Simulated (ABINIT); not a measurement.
# Sc (P-1) in ABINIT: single point with PBE+D3

Aim: the single point of Sc with PBE+D3.

Everything below comes from runs of ABINIT 10.8.3 (patched build). Logs are shortened: lines on timing, memory, paths and dates and some standing lists are left out, and cuts for length are marked. The log counts tension as positive stress, the text compression.

## (1) The cell of the first run

The typed cell holds 2 atoms: a = 3.309 Å, b = 3.309 Å, c = 5.273 Å, α = 90.00°, β = 90.00°, γ = 120.00°.

## (2) Single point, PBE+D3 (atoms moved at random)

The input, run.abi:

```
# Pseudopotentials
pp_dirpath "./"
pseudos "Sc.GGA_PBE-JTH.xml"

# Structure
acell 6.2531037464 6.2531037463 9.965092773
rprim
     1.0000000000     0.0000000000     0.0000000000
    -0.5000000000     0.8660254038     0.0000000000
     0.0000000000     0.0000000000     1.0000000000
ntypat 1
znucl 21
natom 2
typat 1 1
xred
     0.6691860000     0.3239330000     0.7463070000
     0.3351240000     0.6657790000     0.2468990000
chkprim 0
chksymtnons 0
tolsym 1.0e-6

# Plane-wave basis
ecut 13.0
pawecutdg 26.0
pawxcdev 0

# k points
kptopt 1
ngkpt 7 7 4
nshiftk 1
shiftk 0.0 0.0 0.0

# Exchange and correlation
ixc 11
vdw_xc 6

# Bands and occupations
nband 15
occopt 3
tsmear 0.00183747

# SCF cycle
nstep 100
tolvrs 1.0e-9

# Output
iomode 3
prtwf 0
prtden 0
prteig 0
prtebands 0
```

Potentials or basis: JTH PAW PBE v2.0.

Launch:

```sh
$ mpirun --bind-to none -np 4 abinit run.abi > log 2>&1
```

run.abo:

```text
.Version 10.8.3 of ABINIT
 Symmetries : space group P-1 (#  2); Bravais aP (primitive triclinic)
================================================================================
 Values of the parameters that define the memory need of the present run
     intxc =       0    ionmov =       0      iscf =      17    lmnmax =      18
     lnmax =       6     mgfft =      36  mpssoang =       3    mqgrid =    3001
     natom =       2  nloc_mem =       2    nspden =       1   nspinor =       1
    nsppol =       1      nsym =       2    n1xccc =       1    ntypat =       1
    occopt =       3   xclevel =       2
       mpw =         770          nfft =       20736          nkpt =          99
Pmy_natom=         1
 PAW method is used; the additional fine FFT grid is defined by:
   mgfftf=        48    nfftf =     43200
================================================================================
================================================================================

--------------------------------------------------------------------------------
------------- Echo of variables that govern the present computation ------------
--------------------------------------------------------------------------------
 -outvars: echo values of preprocessed input variables --------
            acell      6.2531037464E+00  6.2531037463E+00  9.9650927730E+00 Bohr
              amu      4.49559100E+01
          chkprim           0
      chksymtnons           0
             ecut      1.30000000E+01 Hartree
                       outvar_i_n : Printing only first  50 k-points.
              ixc          11
                       outvar_i_n : Printing only first  50 k-points.
         kptrlatt        7    0    0      0    7    0      0    0    4
          kptrlen      3.98603711E+01
            natom           2
            nband          15
            ngfft          24      24      36
          ngfftdg          30      30      48
             nkpt          99
            nstep         100
             nsym           2
           ntypat           1
                       prtocc : prtvol=0, do not print more k-points.
           occopt           3
        pawecutdg      2.60000000E+01 Hartree
         pawxcdev           0
           prtden           0
        prtebands           0
           prteig           0
            prtwf           0
            rprim      1.0000000000E+00  0.0000000000E+00  0.0000000000E+00
                      -5.0000000000E-01  8.6602540380E-01  0.0000000000E+00
                       0.0000000000E+00  0.0000000000E+00  1.0000000000E+00
          spgroup           2
           tolsym      1.00000000E-06
           tolvrs      1.00000000E-09
           tsmear      1.83747000E-03 Hartree
            typat      1  1
           useylm           1
           vdw_xc           6
                       outvars : Printing only first  50 k-points.
           xangst      1.6783893244E+00  9.2828769075E-01  3.9355007004E+00
                       7.3939605126E-03  1.9079082726E+00  1.3019724958E+00
            xcart      3.1716961557E+00  1.7542095016E+00  7.4370184921E+00
                       1.3972560355E-02  3.6054241085E+00  2.4603714406E+00
             xred      6.6918600000E-01  3.2393300000E-01  7.4630700000E-01
                       3.3512400000E-01  6.6577900000E-01  2.4689900000E-01
            znucl       21.00000

================================================================================

 chkinp: Checking input parameters for consistency.

================================================================================
== DATASET  1 ==================================================================

--- !DatasetInfo
iteration_state: {dtset: 1, }
dimensions: {natom: 2, nkpt: 99, mband: 15, nsppol: 1, nspinor: 1, nspden: 1, mpw: 770, }
cutoff_energies: {ecut:  13.0, pawecutdg:  26.0, }
electrons: {nelect:   2.20000000E+01, charge:   0.00000000E+00, occopt:   3.00000000E+00, tsmear:   1.83747000E-03, }
meta: {optdriver: 0, ionmov: 0, optcell: 0, iscf: 17, paral_kgb: 0, }
...

 Exchange-correlation functional for the present dataset will be:
  GGA: Perdew-Burke-Ernzerhof functional - ixc=11
  J.P.Perdew, K.Burke, M.Ernzerhof, PRL 77, 3865 (1996)

 Real(R)+Recip(G) space primitive vectors, cartesian coordinates (Bohr,Bohr^-1):
 R(1)=  6.2531037  0.0000000  0.0000000  G(1)=  0.1599206  0.0923302  0.0000000
 R(2)= -3.1265519  5.4153467  0.0000000  G(2)=  0.0000000  0.1846604  0.0000000
 R(3)=  0.0000000  0.0000000  9.9650928  G(3)=  0.0000000  0.0000000  0.1003503
 Unit cell volume ucvol=  3.3744519E+02 bohr^3
 Angles (23,13,12)=  9.00000000E+01  9.00000000E+01  1.20000000E+02 degrees

 Coarse grid specifications (used for wave-functions):

 getcut: wavevector=  0.0000  0.0000  0.0000  ngfft=  24  24  36
         ecut(hartree)=     13.000   => boxcut(ratio)=   2.22579

 getcut : COMMENT -
[... 44 lines left out ...]
 At SCF step   12       nres2   =  4.90E-11 < tolvrs=  1.00E-09 =>converged.

 Cartesian components of stress tensor (hartree/bohr^3)
  sigma(1 1)=  8.31775853E-05  sigma(3 2)= -4.65632096E-08
  sigma(2 2)=  7.52190514E-05  sigma(3 1)=  3.42361047E-08
  sigma(3 3)=  1.58776083E-04  sigma(2 1)= -2.70714165E-06

--- !ResultsGS
iteration_state: {dtset: 1, }
comment   : Summary of ground state results
lattice_vectors:
- [  6.2531037,   0.0000000,   0.0000000, ]
- [ -3.1265519,   5.4153467,   0.0000000, ]
- [  0.0000000,   0.0000000,   9.9650928, ]
lattice_lengths: [   6.25310,    6.25310,    9.96509, ]
lattice_angles: [ 90.000,  90.000, 120.000, ] # degrees, (23, 13, 12)
lattice_volume:   3.3744519E+02
convergence: {deltae: -3.368E-12, res2:  4.903E-11, residm:  3.003E-04, diffor: null, }
etotal    :  -9.40687369E+01
entropy   :   0.00000000E+00
fermie    :   2.36302928E-01
cartesian_stress_tensor: # hartree/bohr^3
- [  8.31775853E-05,  -2.70714165E-06,   3.42361047E-08, ]
- [ -2.70714165E-06,   7.52190514E-05,  -4.65632096E-08, ]
- [  3.42361047E-08,  -4.65632096E-08,   1.58776083E-04, ]
pressure_GPa:  -3.1105E+00
xred      :
- [  6.6919E-01,   3.2393E-01,   7.4631E-01, Sc]
- [  3.3512E-01,   6.6578E-01,   2.4690E-01, Sc]
cartesian_forces: # hartree/bohr
- [ -4.99201359E-04,   7.63969595E-04,   2.12653025E-04, ]
- [  4.99201359E-04,  -7.63969595E-04,  -2.12653025E-04, ]
force_length_stats: {min:   9.37055414E-04, max:   9.37055414E-04, mean:   9.37055414E-04, }
...

 Integrated electronic density in atomic spheres:
 ------------------------------------------------
 Atom  Sphere_radius  Integrated_density
    1        2.41051          9.10139478
    2        2.41051          9.10091869

================================================================================

 ----iterations are completed or convergence reached----

 Mean square residual over all n,k,spin=   10.820E-07; max=  30.028E-05
 reduced coordinates (array xred) for    2 atoms
       0.669186000000      0.323933000000      0.746307000000
       0.335124000000      0.665779000000      0.246899000000
 rms dE/dt=  3.9455E-03; max dE/dt=  5.6979E-03; dE/dt below (all hartree)
    1       0.003121557889     -0.005697939167     -0.002119107120
    2      -0.003121557889      0.005697939167      0.002119107120

 cartesian coordinates (angstrom) at end:
    1      1.67838932437351     0.92828769074771     3.93550070043443
    2      0.00739396051262     1.90790827256971     1.30197249581815

 cartesian forces (hartree/bohr) at end:
    1     -0.00049920135911     0.00076396959501     0.00021265302475
    2      0.00049920135911    -0.00076396959501    -0.00021265302475
 frms,max,avg= 5.4100920E-04 7.6396960E-04   0.000E+00  0.000E+00  0.000E+00 h/b

 cartesian forces (eV/Angstrom) at end:
    1     -0.02566996598974     0.03928489609126     0.01093505819493
    2      0.02566996598974    -0.03928489609126    -0.01093505819493
 frms,max,avg= 2.7819811E-02 3.9284896E-02   0.000E+00  0.000E+00  0.000E+00 e/A
 length scales=  6.253103746400  6.253103746300  9.965092773000 bohr
              =  3.308999997762  3.308999997709  5.273299996428 angstroms
 Fermi (or HOMO) energy (hartree) =   0.23630   Average Vxc (hartree)=  -0.34866
 Eigenvalues (hartree) for nkpt=  99  k points:
 kpt#   1, nband= 15, wtk=  0.00510, kpt=  0.0000  0.0000  0.0000 (reduced coord)
  -1.58148   -1.57924   -0.80231   -0.79064   -0.79045   -0.78851   -0.78845   -0.78779
   0.04865    0.17547    0.25146    0.29479    0.29548    0.29917    0.31017
      occupation numbers for kpt#   1
   2.00000    2.00000    2.00000    2.00000    2.00000    2.00000    2.00000    2.00000
   2.00000    2.00000    0.00052    0.00000    0.00000    0.00000    0.00000
 prteigrs : prtvol=0 or 1, do not print more k-points.

--- !EnergyTerms
iteration_state     : {dtset: 1, }
comment             : Components of total free energy in Hartree
kinetic             :  1.31294354282329E+01
hartree             :  2.26592330070308E+01
xc                  : -6.40029263928223E+00
Ewald energy        : -6.32373556692769E+01
psp_core            :  2.04525683707492E+00
local_psp           : -7.84384642155377E+01
PAW spherical_terms :  1.61941288375746E+01
VdWaals_dft_d       : -1.95541894741599E-02
internal            : -9.40676126036579E+01
'-kT*entropy'       : -1.12086246356624E-03
total_energy        : -9.40687334661214E+01
total_energy_eV     : -2.55974064001687E+03
...

--- !EnergyTermsDC
iteration_state     : {dtset: 1, }
comment             : '"Double-counting" decomposition of free energy'
band_energy         : -1.47145392223580E+01
Ewald energy        : -6.32373556692769E+01
psp_core            :  2.04525683707492E+00
xc_dc               : -2.11235774642315E+01
PAW spherical_terms :  2.98215366085225E+00
VdWaals_dft_d       : -1.95541894741599E-02
internal            : -9.40676160474134E+01
'-kT*entropy'       : -1.12086246356624E-03
total_energy_dc     : -9.40687369098770E+01
total_energy_dc_eV  : -2.55974073372623E+03
...

--- !EnergyTermsWithPAWCore
iteration_state     : {dtset: 1, }
comment             : 'Components of total free energy, including PAW core contributions'
Total energy        : -1.52846667770587E+03
Total energy DC     : -1.52846668114962E+03
Total energy (eV)   : -4.15916971311657E+04
Total energy DC (eV): -4.15916972248750E+04
...

 Cartesian components of stress tensor (hartree/bohr^3)
  sigma(1 1)=  8.31775853E-05  sigma(3 2)= -4.65632096E-08
  sigma(2 2)=  7.52190514E-05  sigma(3 1)=  3.42361047E-08
  sigma(3 3)=  1.58776083E-04  sigma(2 1)= -2.70714165E-06

-Cartesian components of stress tensor (GPa)         [Pressure= -3.1105E+00 GPa]
- sigma(1 1)=  2.44716905E+00  sigma(3 2)= -1.36993692E-03
- sigma(2 2)=  2.21302090E+00  sigma(3 1)=  1.00726098E-03
- sigma(3 3)=  4.67135365E+00  sigma(2 1)= -7.96468572E-02

== END DATASET(S) ==============================================================
================================================================================

 -outvars: echo values of variables after computation  --------
            acell      6.2531037464E+00  6.2531037463E+00  9.9650927730E+00 Bohr
           etotal     -9.4068736910E+01
            fcart     -4.9920135911E-04  7.6396959501E-04  2.1265302475E-04
                       4.9920135911E-04 -7.6396959501E-04 -2.1265302475E-04
            rprim      1.0000000000E+00  0.0000000000E+00  0.0000000000E+00
                      -5.0000000000E-01  8.6602540380E-01  0.0000000000E+00
                       0.0000000000E+00  0.0000000000E+00  1.0000000000E+00
           strten      8.3177585284E-05  7.5219051445E-05  1.5877608349E-04
                      -4.6563209555E-08  3.4236104747E-08 -2.7071416511E-06
           xangst      1.6783893244E+00  9.2828769075E-01  3.9355007004E+00
                       7.3939605126E-03  1.9079082726E+00  1.3019724958E+00
             xred      6.6918600000E-01  3.2393300000E-01  7.4630700000E-01
                       3.3512400000E-01  6.6577900000E-01  2.4689900000E-01
 Calculation completed.
```

It took 12 s on 4 MPI ranks of Arm Neoverse V2, shared host; peak memory 0.36 GiB.

What came out:

```
Free energy                                           : -2559.7407 eV
Pressure                                              : -3.1 GPa
Largest force                                         : 0.048 eV/Å
Band gap on the k mesh                                : none (metal or under the smearing width)
Valence electrons inside the program's atomic spheres : Sc 9.10 (radii [1.2756] Å)
```

Forces in eV/Å, atoms in the order of the input:
```
Sc  -0.026  0.039  0.011
Sc   0.026 -0.039 -0.011
```

Caveat: pairwise dispersion overbinds metals, which lowers pressure and volume.
